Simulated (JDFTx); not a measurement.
# SnO under changes of volume

One of the cells (17.769 Å³/atom); the others are scaled copies at fixed shape and fractional positions:

```
Sn O
1.0
     3.81370    0.00000    0.00000
     0.00000    3.81370    0.00000
     0.00000    0.00000    4.88691
Sn O
2 2
Direct
  0.50000 0.00000 0.76463
  0.00000 0.50000 0.23537
  0.00000 0.00000 0.00000
  0.50000 0.50000 0.00000
```

The cell is a database's computed one.

- Program: JDFTx 1.7.0 (patched build)
- Functional: PBEsol
- Potentials or basis: PseudoDojo-SR-PBEsol-0.4.1-standard with smoothed tails
- Cutoff: 1143 eV
- Density cutoff: 9143 eV
- k mesh: 7 × 7 × 6
- Occupations: fermi-dirac, width 0.05 eV
- Spin: no spin polarisation

| volume (Å³/atom) | energy over the lowest point (meV/atom) | pressure (GPa) | gap on the mesh (eV) | largest force (eV/Å) |
| --- | --- | --- | --- | --- |
| 16.703 | 21.52 | 6.7 | 0.13 | 1.110 |
| 17.058 | 9.29 | 4.2 | 0.21 | 0.765 |
| 17.414 | 2.29 | 2.0 | 0.28 | 0.450 |
| 17.769 | 0.00 | 0.0 | 0.35 | 0.159 |
| 18.125 | ? | ? | ? | ? |
| 18.480 | 7.66 | -3.4 | 0.48 | 0.362 |
| 18.835 | 16.77 | -4.8 | 0.54 | 0.595 |

What does the run at 18.125 Å³/atom give?

Energy over the lowest point 1.93 meV/atom; pressure -1.8 GPa; gap on the mesh 0.42 eV; largest force 0.111 eV/Å.

Worked out: A Birch-Murnaghan fit of order 3 (a polynomial in V^(-2/3)) to the other rows has its minimum at 17.78 Å³/atom with B0 = V·E''(V) = 95 GPa and B' = 4.4 at fixed shape and positions, which overstates the stiffness. It gives 1.94 meV/atom at 18.125 Å³/atom, against the run's 1.93, and -dE/dV = -1.8 GPa, against -1.8. A straight line through the other rows of the gap, of slope 3.4 eV per unit of ln V, gives 0.41 eV, against the run's 0.42.

Energies are extrapolated to zero smearing.

Caveats: spin-orbit coupling is left out, which moves the levels of the heavy elements; an odd mesh through Γ misses points on the zone boundary, where band edges often lie; forces of over 1 eV/Å show positions far from the minimum, so gaps and moduli don't describe the material at rest (some runs).
